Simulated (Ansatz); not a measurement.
# Al: equation of state with rPW86-PBE

**The experiment to reproduce.**

“The interpretation of polycrystalline coherent inelastic neutron scattering from aluminium”, 2013, pmc:3831299 quotes, for a bulk crystal of Al: bulk modulus 76.9 GPa.

Crystal: Al.

```
CELL_PARAMETERS angstrom
0.00000 2.02481 2.02481
2.02481 0.00000 2.02481
2.02481 2.02481 0.00000
ATOMIC_POSITIONS crystal
Al 0.00000 0.00000 0.00000
```

* Program: Ansatz 0.2.0
* Task: equation of state
* Functional: rPW86-PBE
* Potentials or basis: Ansatz PAW
* Cutoff: 420 eV
* Density cutoff: 1680 eV
* k mesh: 11 × 11 × 11
* Occupations: fermi-dirac, width 0.05 eV
* Spin: no spin polarisation

The equilibrium volume is 16.49 Å³/atom and the bulk modulus is 77 GPa. The pressure derivative of the bulk modulus is 4.7.

Energy against volume, from the lowest point:
```csv
volume (Å³/atom),energy (meV/atom)
15.607,12.64
15.939,4.68
16.271,0.60
16.603,0.00
16.935,2.54
17.267,7.82
17.599,15.55
```

All runs of the series together: 3.2 s on 2 threads of Arm Neoverse V1, with other jobs on the host.

Measured bulk modulus of Al: 76.9 GPa (quoted in “The interpretation of polycrystalline coherent inelastic neutron scattering from aluminium”, 2013, pmc:3831299). This calculation gives 77 GPa (+0.3 %). The fit is for a static lattice scaled at fixed shape and fixed fractional positions. The cell as given is a measured one (16.60 Å³/atom); rPW86-PBE puts the equilibrium volume -0.6 % from it, thermal expansion not counted.

Caveat: the potentials were made for another functional, which shifts forces and pressure.
